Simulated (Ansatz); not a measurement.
**AgCl (rocksalt): gap against strain (uniaxial along [111], other directions held)**

AgCl (rocksalt), relaxed with r2SCAN in the PAW code Ansatz, then strained (uniaxial along [111], other directions held; changes of length per length, axes as in the cell below) with the atoms relaxed again within the symmetry that is left. It is cubic, Fm-3m (No. 225); a = 5.546 Å in the conventional setting, 21.33 Å³ an atom. Ag is surrounded by 6 Cl at 2.77 Å; Cl is surrounded by 6 Ag at 2.77 Å. No spin polarisation and no zero-point or thermal motion.

```
Ag Cl
1.0
     0.00000    2.77318    2.77318
     2.77318    0.00000    2.77318
     2.77318    2.77318    0.00000
Ag Cl
1 1
Cartesian
  0.0000 0.0000 0.0000
  2.7732 2.7732 2.7732
```

Gaps are the least over each mesh (PBE 8×8×8, r2SCAN 8×8×8, HSE06 6×6×6 when unstrained) and the special points, which keep their unstrained names; stress is the change from the unstrained cell, compression positive.

```csv
strain (%),"gap, PBE (eV)","gap, r2SCAN (eV)","gap, HSE06 (eV)","edges, HSE06","stress along the strain, r2SCAN (GPa)","energy rise, r2SCAN (meV/atom)"
-1.95,0.891,1.459,2.388,L → Γ,+1.16,1.4
0.0,0.912,1.475,2.411,L → Γ,0.00,0.0
+2.3,0.897,1.455,2.397,L → Γ,-1.29,2.1
+5.0,0.883,1.435,2.383,L → Γ,-2.69,9.4
+5.11,0.882,1.434,2.383,L → Γ,-2.75,9.8
```

Problem. Estimate the row for a strain of -4.82 %.

Solution.
```csv
strain (%),"gap, PBE (eV)","gap, r2SCAN (eV)","gap, HSE06 (eV)","edges, HSE06","stress along the strain, r2SCAN (GPa)","energy rise, r2SCAN (meV/atom)"
-4.82,0.861,1.435,2.352,L → Γ,+3.00,9.2
```

Between zero and the nearest strains the slope of the HSE06 gap against strain is +0.012 eV per percent for negative and -0.006 for positive strain; it falls either way, as happens when edge states split or other valleys take over.

The runs are scalar-relativistic, without spin-orbit coupling.

The meshes of the hybrids are coarse, so their gaps aren't converged to the digits shown.
